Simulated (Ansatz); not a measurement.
# Cs (Im-3m) in Ansatz: convergence with k mesh

Aim: find how far k mesh must go before the results for Cs settle, at PBE. This setting moves, with any that are tied to it; all else stays.

All numbers are computed with Ansatz 0.2.0; they aren't measurements. Logs are shortened: lines on timing, memory, paths and dates and some standing lists are left out, and cuts for length are marked.

### 1 Starting point

The structure is cubic, space group Im-3m (No. 229). The conventional cell has a = 6.257 Å, b = 6.257 Å, c = 6.257 Å, α = 90.00°, β = 90.00°, γ = 90.00°.

### 2 With k mesh 2 × 2 × 2

File input.yaml:

```yaml
crystal:
  lattice:
    - [-3.1284650614, 3.1284650614, 3.1284650614]
    - [3.1284650614, -3.1284650614, 3.1284650614]
    - [3.1284650614, 3.1284650614, -3.1284650614]
  atoms:
    - { symbol: Cs, position: [0.0, 0.0, 0.0] }
hamiltonian:
  xc: pbe
  pseudopotentials: { kind: paw }
kpoints:
  mp_grid: { grid: [2, 2, 2] }
scf:
  occupations: { method: fermi_dirac, width: 0.1 }
output:
  forces: true
  stress: true
  eigenvalues: true
```

Potentials or basis: Ansatz PAW.

Run with:

```bash
$ ansatz run input.yaml --threads 2 --pin off --max-ram 5632MiB --backend cpu --events-out ev --progress --plain --runs-dir out
```

Wall time 1.4 s (2 threads of Intel Xeon at 2.50GHz (Skylake/Cascade Lake), shared host); peak memory 0.33 GiB.

What came out:

| Item | Value |
| --- | --- |
| Free energy | -5670.6566 eV |
| Pressure | -0.4 GPa |
| Band gap on the k mesh | none (metal or under the smearing width) |

### 3 With k mesh 3 × 3 × 3

input.yaml, as its differences from that of step 2:

```diff
@@ -11,3 +11,3 @@
 kpoints:
-  mp_grid: { grid: [2, 2, 2] }
+  mp_grid: { grid: [3, 3, 3] }
 scf:
```

Potentials or basis: Ansatz PAW.

Run with:

```bash
$ ansatz run input.yaml --threads 2 --pin off --max-ram 5632MiB --backend cpu --events-out ev --progress --plain --runs-dir out
```

Wall time 1.5 s (2 threads of Intel Xeon at 2.50GHz (Skylake/Cascade Lake), shared host); peak memory 0.33 GiB.

What came out:

```
Free energy            : -5670.8441 eV
Pressure               : -0.1 GPa
Band gap on the k mesh : none (metal or under the smearing width)
```

### 4 With k mesh 4 × 4 × 4

input.yaml, as its differences from that of step 3:

```diff
@@ -11,3 +11,3 @@
 kpoints:
-  mp_grid: { grid: [3, 3, 3] }
+  mp_grid: { grid: [4, 4, 4] }
 scf:
```

Run with:

```bash
$ ansatz run input.yaml --threads 2 --pin off --max-ram 5632MiB --backend cpu --events-out ev --progress --plain --runs-dir out
```

It took 1.6 s on 2 threads of Intel Xeon at 2.50GHz (Skylake/Cascade Lake), shared host; peak memory 0.34 GiB.

What came out:

```yaml
Free_energy: -5670.7599 eV
Pressure: -0.1 GPa
Band_gap_on_the_k_mesh: none (metal or under the smearing width)
```

### 5 With k mesh 5 × 5 × 5

input.yaml, as its differences from that of step 4:

```diff
@@ -11,3 +11,3 @@
 kpoints:
-  mp_grid: { grid: [4, 4, 4] }
+  mp_grid: { grid: [5, 5, 5] }
 scf:
```

Run with:

```bash
$ ansatz run input.yaml --threads 2 --pin off --max-ram 5632MiB --backend cpu --events-out ev --progress --plain --runs-dir out
```

Run time: 1.6 s. Hardware: 2 threads of Intel Xeon at 2.50GHz (Skylake/Cascade Lake), shared host; peak memory 0.35 GiB.

Results:

| Property | Result |
| --- | --- |
| Free energy | -5670.7888 eV |
| Pressure | -0.1 GPa |
| Band gap on the k mesh | none (metal or under the smearing width) |

### 6 With k mesh 6 × 6 × 6

input.yaml, as its differences from that of step 5:

```diff
@@ -11,3 +11,3 @@
 kpoints:
-  mp_grid: { grid: [5, 5, 5] }
+  mp_grid: { grid: [6, 6, 6] }
 scf:
```

Potentials or basis: Ansatz PAW.

Run with:

```bash
$ ansatz run input.yaml --threads 2 --pin off --max-ram 5632MiB --backend cpu --events-out ev --progress --plain --runs-dir out
```

Wall time 1.7 s (2 threads of Intel Xeon at 2.50GHz (Skylake/Cascade Lake), shared host); peak memory 0.36 GiB.

The run converged. Its results:

```yaml
Free_energy: -5670.7799 eV
Pressure: -0.1 GPa
Band_gap_on_the_k_mesh: none (metal or under the smearing width)
```

### 7 With k mesh 7 × 7 × 7

input.yaml, as its differences from that of step 6:

```diff
@@ -11,3 +11,3 @@
 kpoints:
-  mp_grid: { grid: [6, 6, 6] }
+  mp_grid: { grid: [7, 7, 7] }
 scf:
```

Run with:

```bash
$ ansatz run input.yaml --threads 2 --pin off --max-ram 5632MiB --backend cpu --events-out ev --progress --plain --runs-dir out
```

It took 1.9 s on 2 threads of Intel Xeon at 2.50GHz (Skylake/Cascade Lake), shared host; peak memory 0.36 GiB.

Results (log left out):

```
Free energy            : -5670.7845 eV
Pressure               : -0.1 GPa
Band gap on the k mesh : none (metal or under the smearing width)
```

### 8 With k mesh 8 × 8 × 8

input.yaml, as its differences from that of step 7:

```diff
@@ -11,3 +11,3 @@
 kpoints:
-  mp_grid: { grid: [7, 7, 7] }
+  mp_grid: { grid: [8, 8, 8] }
 scf:
```

Run with:

```bash
$ ansatz run input.yaml --threads 2 --pin off --max-ram 5632MiB --backend cpu --events-out ev --progress --plain --runs-dir out
```

Wall time 2.3 s (2 threads of Intel Xeon at 2.50GHz (Skylake/Cascade Lake), shared host); peak memory 0.39 GiB.

The run converged. Its results:

| Item | Value |
| --- | --- |
| Free energy | -5670.7823 eV |
| Pressure | -0.1 GPa |
| Band gap on the k mesh | none (metal or under the smearing width) |

### 9 With k mesh 10 × 10 × 10

input.yaml, as its differences from that of step 8:

```diff
@@ -11,3 +11,3 @@
 kpoints:
-  mp_grid: { grid: [8, 8, 8] }
+  mp_grid: { grid: [10, 10, 10] }
 scf:
```

Potentials or basis: Ansatz PAW.

Run with:

```bash
$ ansatz run input.yaml --threads 2 --pin off --max-ram 5632MiB --backend cpu --events-out ev --progress --plain --runs-dir out
```

Standard output:

```text
Warning: RAYON_NUM_THREADS=2 ignored (pool sized by the plan → 2); use --threads N
Engine: ansatz 0.2.0, x86_64-unknown-linux-gnu
Pseudopotentials: kind: paw
Pseudopotential: Cs, paw, valence charge 9, recommended cutoff 420 eV (normal), Cs.paw.azcp
Functional definition: PBE
  parameter kappa = 0.804
  parameter beta = 0.06672455060314922
  exchange = pbe_x(kappa = kappa, mu = beta*pi^2/3)
  correlation = pbe_c(beta = beta)
Crystal: 1 atoms, lattice volume = 122.477 Å³
Basis set: ecut = 420 eV, 2347 PW (Γ), exchange–correlation on 80×80×80 points (8 copies of the dense FFT grid, shifted against one another)
Bands: 9, of which v1, the nominal top of the filled ones, is band 5 counted from 1 (4 counted from 0)
Symmetry: 48 space group operations
Space group: Im-3m (ITA 229), of the structure as read, at distance tolerance 5.0e-5 Å
k-points: 47 of 1000
Non-local potential: Cs, projectors of the file, l = 0: 3, l = 1: 2, l = 2: 2, l = 3: 2
PAW form: soft (Blöchl's): semilocal exchange-correlation on the pseudo side does not see the compensation charge
PAW one-centre angular grid: Cs, 194 points (default); XC on 64 Gauss nodes
Initial density: superposition of atomic densities (neutral atoms: chi_scale 0, normalization atom), corrected by the library's trained network
Initial wavefunctions: pseudopotential atomic-orbital guess
Functional: x = pbe(κ = 0.804, μ = 0.2195149727645171), c = pbe(β = 0.06672455060314922)
SCF iter   1: F=—  HF=-5670.782505 eV  |F-HF|=—  |Δ(HF+E_count)|=         —  Δρ=2.96e-4  dr2=8.50e-5  ethr=1.77e-3  ⟨swp⟩=6.0  Hψ=3460  notcnv=0
preconditioner: auto → Kerker (q_TF=auto, 1.766 Å⁻¹)  [metal: Δε(μ)=0.053 eV  Ē_g=2.632 eV  σ=0.100 eV  W_gap=0.13  n_scr=12 (ndim 8)  ℏωp=3.4 eV  f_vac=0.000  D(μ)=1.33/eV (n_scr^D=0)]
SCF iter   2: F=—  HF=-5670.782829 eV  |F-HF|=—  |Δ(HF+E_count)|=   3.24e-4  Δρ=1.83e-4  dr2=6.02e-5  ethr=9.44e-7  ⟨swp⟩=2.8  Hψ=1091  notcnv=0
SCF iter   3: F=—  HF=-5670.782873 eV  |F-HF|=—  |Δ(HF+E_count)|=   4.37e-5  Δρ=4.93e-5  dr2=5.92e-6  ethr=6.68e-7  ⟨swp⟩=2.6  Hψ=683  notcnv=0
SCF iter   4: F=—  HF=-5670.782873 eV  |F-HF|=—  |Δ(HF+E_count)|=   5.94e-7  Δρ=1.69e-5  dr2=1.20e-6  ethr=6.57e-8  ⟨swp⟩=1.0  Hψ=423  notcnv=0
SCF iter   5: F=—  HF=-5670.782874 eV  |F-HF|=—  |Δ(HF+E_count)|=   5.52e-7  Δρ=7.20e-6  dr2=1.22e-7  ethr=1.33e-8  ⟨swp⟩=2.6  Hψ=595  notcnv=0
SCF iter   6: F=-5670.782874 eV  HF=-5670.782874 eV  |F-HF|=1.86e-9  |Δ(HF+E_count)|=   8.01e-8  Δρ=1.42e-6  dr2=1.06e-9  ethr=1.11e-9  ⟨swp⟩=5.0  Hψ=1922  notcnv=0
SCF 1 converged in 6 iterations: F = -5670.782874 eV  dr2 = 1.06e-9
SCF converged after 6 iterations
Free energy (F): -5670.782874 eV
Harris-Foulkes:  -5670.782874 eV  (|F-HF|=1.86e-9)
Internal energy: -5670.740716 eV  (E = F + TS)
E sigma→0 (E₀):  -5670.761795 eV
Entropy (-TS):   -0.042158 eV (-42.158 meV/atom)
Fermi energy:    1.961309 eV
--- Per-component energies (eV) ---
  E_band       = -94.744930
  E_kinetic    = 140.632360
  E_local      = -405.325413  (includes V_loc(G=0)·N_el)
  E_nonlocal   = 30.194347
  E_hartree    = 142.490037
  E_xc         = -172.783598
  E_vxc        = -124.416915  (∫ρ·V_xc dr)
  E_paw        = -5066.748767  (= ΣΔE_a)
  E_vpaw       = -20.809029  (= ΣTr[D̂ρ^β])
  E_aug_tail   = -0.000001  (compensation charges beyond the density's cutoff)
  E_ewald      = -339.199680
  E_smearing   = -0.042158  (= −TS)
  E_closure    = -0.000000  (closes the sum)
  Σ components = -5670.782874   (vs F -5670.782874, Δ=0.00e0)
--- Forces (eV/Å), atoms counted from 1 ---
  atom   1  Cs    -0.00000000     0.00000000    -0.00000000
  max |Σ_I F_I| component: 7.50e-32 eV/Å
--- Stress (GPa, compression-positive) ---
       -0.082821       0.000000      -0.000000
       -0.000000      -0.082821      -0.000000
       -0.000000       0.000000      -0.082821
  P = ⅓ Tr σ = -0.0828 GPa (-0.828 kbar)
--- Band table (eV; the first three rows and the last of 47) ---
  k-point 0: bands = ["-21.9216", "-8.6752", "-8.6752", "-8.6752", "0.3546", "4.4215", "4.4215", "4.4215", "5.2353"]
  k-point 1: bands = ["-21.9211", "-8.6860", "-8.6788", "-8.6752", "0.4584", "4.3080", "4.3149", "4.5232", "5.0730"]
  k-point 2: bands = ["-21.9199", "-8.7141", "-8.6881", "-8.6752", "0.7564", "3.9222", "4.0656", "4.8243", "5.0356"]
  k-point 46: bands = ["-21.9127", "-8.7545", "-8.7545", "-8.7545", "2.6676", "2.6676", "4.8094", "4.8094", "4.8094"]
```

It took 3.5 s on 2 threads of Intel Xeon at 2.50GHz (Skylake/Cascade Lake), shared host; peak memory 0.41 GiB.

Results:

```yaml
Free_energy: -5670.7829 eV
Pressure: -0.1 GPa
Band_gap_on_the_k_mesh: none (metal or under the smearing width)
```

### 10 Summary

```
      k mesh  energy less the tightest run, at zero smearing (meV/atom)  pressure (GPa)  SCF cycles  CPU time (s)  peak memory (GiB)
   2 × 2 × 2                                                     157.72           -0.45           6           1.7               0.33
   3 × 3 × 3                                                     -74.63           -0.15           6           1.8               0.33
   4 × 4 × 4                                                      34.81           -0.06           6           2.2               0.34
   5 × 5 × 5                                                      -8.83           -0.09           6           2.3               0.35
   6 × 6 × 6                                                       5.25           -0.08           6           2.7               0.36
   7 × 7 × 7                                                      -3.24           -0.09           6           3.1               0.36
   8 × 8 × 8                                                       1.05           -0.08           6           3.9               0.39
10 × 10 × 10                                                       0.00           -0.08           6           5.8               0.41
```

Against the tightest run, the pressure stays within 0.1 GPa from 3 × 3 × 3 on. Not settled before the last step: the energy (to 1 meV/atom). Meshes of other sizes hit other points, so gaps and Fermi surfaces needn't settle smoothly. The tightest run that finished is the yardstick and may itself not be fully converged.
